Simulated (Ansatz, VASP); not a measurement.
# One calculation of Ir, two programs

```xyz
2
Lattice="2.7514 0.0000 0.0000 -1.3757 2.3828 0.0000 0.0000 0.0000 4.4623" Properties=species:S:1:pos:R:3 pbc="T T T"
Ir    0.0000    1.5885    1.1156
Ir    1.3757    0.7943    3.3467
```

This isn't the form of Ir at room conditions, which is fcc.

Alike in both runs: task relaxation of cell and atoms; functional PBE; k mesh 11 × 11 × 6; occupations fermi-dirac, width 0.05 eV; no spin polarisation.

|  | VASP | Ansatz |
| --- | --- | --- |
| version | VASP 6.6.1 | Ansatz 0.2.0 |
| potentials or method | VASP PAW PBE potentials, release 64 (Ir) | Ansatz PAW |
| plane-wave cutoff (eV) | 600 | 420 |
| valence electrons in the cell | 18 | 34 |

Ansatz gave:

```
gap on the k mesh at the Fermi level, each at its own relaxed structure (eV) : none
relaxed volume (Å³/atom)                                                     : 14.57
relaxed cell length with the largest relative difference (Å)                 : 2.749
```

Task: What did VASP give for the same quantities?

Result: gap on the k mesh at the Fermi level, each at its own relaxed structure (eV): none; relaxed volume (Å³/atom): 14.60; relaxed cell length with the largest relative difference (Å): 2.751.

A gap of «none» marks a metal or a gap that the smearing closes. The two sets of potentials don't hold the same shells in valence.

Caveats: the plane-wave basis is chosen anew once the cell has moved, so the energies of steps on either side of that aren't comparable (Ansatz). Spin-orbit coupling is left out, which matters for the levels of Ir.
